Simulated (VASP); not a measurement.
Set up this calculation in VASP 6.6.1, as the native input.

- Task: single point
- Functional: PBE
- Potentials or basis: VASP PAW PBE potentials, release 64 (Tm)
- Cutoff: 900 eV
- k mesh: 15 × 15 × 8
- Occupations: gaussian, width 0.05 eV
- Spin: collinear spin, ferromagnetic start
- Starting moments: [2.0, 2.0] μB
- Further INCAR settings: ADDGRID = False; ALGO = Normal; EDIFF = 1e-08; NBANDS = 34

The structure of Tm lies in POSCAR:

```
Tm
1.0
    3.5375000000      0.0000000000      0.0000000000
   -1.7687500000      3.0635648659      0.0000000000
    0.0000000000      0.0000000000      5.5546000000
Tm
2
Direct
    0.6666666667      0.3333333333      0.7500000000
    0.3333333333      0.6666666667      0.2500000000
```

These files were run (other wordings do the same):

INCAR

```
SYSTEM = Tm
  ADDGRID = .False.
  ALGO = Normal
  EDIFF = 1E-8
  ENCUT = 900
  GGA = PE
  ISIF = 2
  ISMEAR = 0
  ISPIN = 2
  LASPH = .True.
  LCHARG = .False.
  LMAXMIX = 6
  LORBIT = 11
  LREAL = .False.
  LWAVE = .False.
  MAGMOM = 2 2
  NBANDS = 34
  NELM = 100
  PREC = Accurate
  SIGMA = 0.05
```

KPOINTS

```
k-points
0
Gamma
  15 15 8
  0 0 0
```

Potentials or basis: VASP PAW PBE potentials, release 64 (Tm).

Command:

```sh
$ cat potpaw_PBE.64/Tm/POTCAR > POTCAR
$ mpirun -np 1 vasp_std > vasp.out
```

Results of the run:

* Pressure: 3.5 GPa
* Band gap on the k mesh: none (metal or under the smearing width)
* Net moment: 2.33 μB per cell
* Site moments: Tm +1.23 μB
* Valence electrons inside the program's atomic spheres: Tm 21.08

Caveat: the magnetic or orbital state may not be the lowest; spin-orbit coupling is left out, which moves the levels of the heavy elements.

Run time: 53 min on 1 thread of Intel(R) Xeon(R) 6975P-C (Granite Rapids), with other jobs on the host, peak memory 0.99 GiB.
